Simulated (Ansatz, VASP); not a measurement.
# One calculation of AlN, two programs

```
Al N
1.0
     0.00000   -2.20157   -2.20157
    -2.20157    0.00000   -2.20157
     2.20157    2.20157   -4.40314
Al N
2 2
Direct
  0.98198 0.07068 0.99823
  0.51448 0.42579 0.49823
  0.36385 0.44332 0.87841
  0.89297 0.81349 0.37841
```

Change from the starting cell: mode 4 frozen in at -0.205 Å and mode 10 at -0.030 Å (largest displacements).

Alike in both runs: task single point; functional PBE; k mesh 6 × 6 × 6; occupations gaussian, width 0.05 eV; no spin polarisation.

```csv
,VASP,Ansatz
version,VASP 6.6.1,Ansatz 0.2.0
potentials or method,"VASP PAW PBE potentials, release 64 (Al, N)","scalar-relativistic, plane waves, PAW"
plane-wave cutoff (eV),520,520
valence electrons in the cell,16,16
```

Ansatz gave:

* gap on the k mesh at the Fermi level (eV): 3.01
* least direct gap on the mesh (eV): 3.47
* pressure (GPa): -0.7
* largest component of the traceless stress (GPa): 3.44
* rms of the force components (eV/Å): 0.638

Question: What did VASP give for the same quantities?

Answer: gap on the k mesh at the Fermi level (eV): 3.00; least direct gap on the mesh (eV): 3.48; pressure (GPa): -0.9; largest component of the traceless stress (GPa): 3.45; rms of the force components (eV/Å): 0.639.

Atom by atom the forces differ by 0.002 eV/Å (rms over components).

Caveats: forces of over 1 eV/Å show positions far from the minimum, so gaps and moduli don't describe the material at rest. A k mesh can miss the band edges.
